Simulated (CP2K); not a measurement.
# WS2: atomic charges with PBE

The system is WS2, a slab with vacuum.

```xyz
3
Lattice="3.1835 0.0000 0.0000 -1.5918 2.7570 0.0000 0.0000 0.0000 16.9506" Properties=species:S:1:pos:R:3 pbc="T T T"
W     0.0000    0.0000    0.0000
S     0.0000    1.8380    1.5595
S     0.0000    1.8380   15.3911
```

```yaml
Program: CP2K 2026.2
Task: atomic charges
Functional: PBE
Potentials_or_basis: POTENTIAL_UZH W GTH-PBE-q14, S GTH-PBE-q6; ccGRB-D basis
Density_cutoff: 6123 eV
k_mesh: 10 × 10 × 2
Occupations: fermi-dirac, width 0.05 eV
Spin: no spin polarisation
SCF_solver: diagonalisation with k points
Quickstep_method: GPW
EPS_DEFAULT: 1.0E-9
EPS_SCF: 1.0E-6
MAX_SCF: 100
SCF_GUESS: ATOMIC
k_points_reduced_by_the_point_group: yes
Mesh_centred_on_Gamma: yes
CHOLESKY: OFF
EPS_EIGVAL: 1.0E-7
MIXING_METHOD: BROYDEN_MIXING
MIXING_ALPHA: 0.4
NBUFFER: 8
NGRIDS: 4
Basis_sets: W ccGRB-D-q14, S ccGRB-D-q6
Potentials: W GTH-PBE-q14 of POTENTIAL_UZH, S GTH-PBE-q6 of POTENTIAL_UZH
ADDED_MOS: "[15]"
Hirshfeld_SHAPE_FUNCTION: GAUSSIAN
VORONOI_RADII: UNITY
REL_CUTOFF_Ry: 60 Ry
MIXING_BETA_1/bohr: 1.5 1/bohr
CUTOFF_of_the_grids: 450 Ry
```

| Item | Value |
| --- | --- |
| Largest force | 0.529 eV/Å |
| Band gap on the k mesh | 1.91 eV, indirect (least direct gap 2.20 eV) |
| Mulliken charges | W +0.27; S -0.14 e |
| Hirshfeld charges | W -1.12; S +0.56 e |
| Voronoi charges | W +1.05; S -0.53, -0.52 e |

Forces in eV/Å, atoms in the order of the input:
```
W    0.000  0.000  0.000
S    0.000  0.000  0.529
S    0.000  0.000 -0.529
```

Stress tensor (GPa, compression positive):
```
0.68 0.00 0.00
0.00 0.68 0.00
0.00 0.00 1.78
```

Levels at points of the mesh, in eV from the valence-band top:
```tsv
k point	band 11	band 12	band 13	band 14	band 15	band 16
(0.00, 0.00, 0.00)	-1.78	-1.78	0.00	2.89	2.89	3.03
(0.00, 0.00, 0.50)	-1.78	-1.78	0.00	2.89	2.89	3.03
(0.00, 0.50, 0.00)	-2.16	-1.42	-0.97	2.75	3.30	4.57
(0.00, 0.50, 0.50)	-2.16	-1.42	-0.97	2.75	3.30	4.57
```

It took 11 s on 1 thread of AMD EPYC 9R45 96-Core Processor (Zen 5), on a shared host, peak memory 0.5 GiB.

Caveat: Hirshfeld charges from Gaussian shapes aren't those from atomic densities; Mulliken charges move with the basis; spin-orbit coupling is left out, which moves the levels of the heavy elements; the basis of atomic orbitals isn't converged, which shifts pressures, moduli and gaps.
